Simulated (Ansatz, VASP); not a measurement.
**Sr in VASP and in Ansatz**

```
CELL_PARAMETERS angstrom
0.00000 4.77346 4.88126
4.77346 0.00000 4.88126
4.77346 4.77346 0.00000
ATOMIC_POSITIONS crystal
Sr 0.00000 0.00000 0.00000
Sr 0.25000 0.25000 0.25000
```

Change from the starting cell: z stretched by +1.5 % at fixed volume, PAW files.

Alike in both runs: task electric field gradients; functional PBE; k mesh 11 × 11 × 11; occupations fermi-dirac, width 0.08 eV; no spin polarisation.

|  | VASP | Ansatz |
| --- | --- | --- |
| version | VASP 6.6.1 | Ansatz 0.2.0 |
| potentials or method | VASP PAW PBE potentials, release 64 (Sr_sv) | PAW with Ansatz's default frozen-core files, scalar-relativistic |
| plane-wave cutoff (eV) | 520 | 420 |
| valence electrons in the cell | 20 | 20 |

```csv
,VASP,Ansatz,Ansatz less VASP
pressure (GPa),0.0,0.0,0.00
Vzz of the field gradient on the site that differs most (V/Å²),-1.3,-1.3,+0.06
```

Ansatz warned: «gradients_without_spin_orbit».
